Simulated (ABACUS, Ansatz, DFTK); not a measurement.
LiH: equilibrium volume by level of theory

It takes space group Fm-3m (No. 225, cubic). The conventional cell has a = 4.074 Å, b = 4.074 Å, c = 4.074 Å, α = 90.00°, β = 90.00°, γ = 90.00°. Li (site symmetry m-3m) has 6 H at 2.04 Å as nearest neighbours. Around H (site symmetry m-3m) lie 6 Li at 2.04 Å.

| rung | level | program and potentials | cutoff (eV) | k mesh | smearing | task | core time | chip | equilibrium volume (Å³/atom) | notes |
| --- | --- | --- | --- | --- | --- | --- | --- | --- | --- | --- |
| GGA | PBEsol | Ansatz, Ansatz PAW | 420 | 11 × 11 × 11 | fermi-dirac 0.05 | relaxation of cell and atoms | 2.8 s | Intel Xeon | 7.89 | potentials made for PBE, which Ansatz adapts in part |
| GGA + dispersion | PBEsol+D3(BJ) | Ansatz, Ansatz PAW | 420 | 11 × 11 × 11 | fermi-dirac 0.05 | relaxation of cell and atoms | 4 s | Intel Xeon | 7.28 | potentials made for PBE, which Ansatz adapts in part |
| meta-GGA | r2SCAN | Ansatz, Ansatz PAW | 500 | 11 × 11 × 11 | fermi-dirac 0.05 | equation of state | 5.7 s | Intel Xeon 6975P-C Granite Rapids | 8.03 | potentials made for PBE, which Ansatz adapts in part |
| GGA + dispersion | PBEsol+D4 | Ansatz, Ansatz PAW | 420 | 11 × 11 × 11 | fermi-dirac 0.05 | relaxation of cell and atoms | 9.9 s | Intel Xeon | 7.74 | potentials made for PBE, which Ansatz adapts in part |
| GGA + dispersion | PBEsol+D3(BJ)+ATM | Ansatz, Ansatz PAW | 420 | 11 × 11 × 11 | fermi-dirac 0.05 | relaxation of cell and atoms | 14 s | Intel Xeon | 7.38 | potentials made for PBE, which Ansatz adapts in part |
| GGA | PBE | ABACUS, PseudoDojo NC SR 0.5 PBE stringent, plane waves | 1320 | 9 × 9 × 9 | fermi-dirac 0.05 | equation of state | 25 s | Intel Xeon Platinum 8488C Sapphire Rapids | 8.04 | fit through 4 volumes |
| Hartree-Fock | HF | Ansatz, SPMS NC | 816 | 7 × 7 × 7 | fermi-dirac 0.01 | equation of state | 76 s | AMD EPYC 9R45 Zen 5 | 8.80 | coarse mesh; potentials made for PBE |
| GGA | PBE | DFTK, PseudoDojo SR PBE 0.4.1 standard (PBE) | 1007 | 11 × 11 × 11 | fermi-dirac 0.05 | equation of state | 3.8 min | Intel Xeon Platinum 8375C Ice Lake | 8.04 | - |

Times are single runs on shared hosts and different chips, so they are rough; meshes, cutoffs and the tasks' sizes weigh on the time. All rows: no spin polarisation. Smearing widths are in eV. Meshes differ between rows, which moves values too. Meshes are those of the run's cell of 2 atoms unless a note names another. Relaxations start from the cell shown or near it and stop with a little pressure left. The cell shown, of 8.45 Å³ an atom, is the runs' start and not the measured value. Misses use the values as printed. Runs on faulty files, with rough fits or with known faults for this quantity aren't shown. No row holds spin-orbit coupling.

Measured: 8.51 Å³/atom (a printed reference work).

Which of the timed runs without a coarse mesh or an atomic basis is the cheapest that comes within 1.5 % of the measured equilibrium volume?

None of them does; the nearest misses by -5.5 %. The runs are for a static lattice, while measurements hold temperature and zero-point motion.
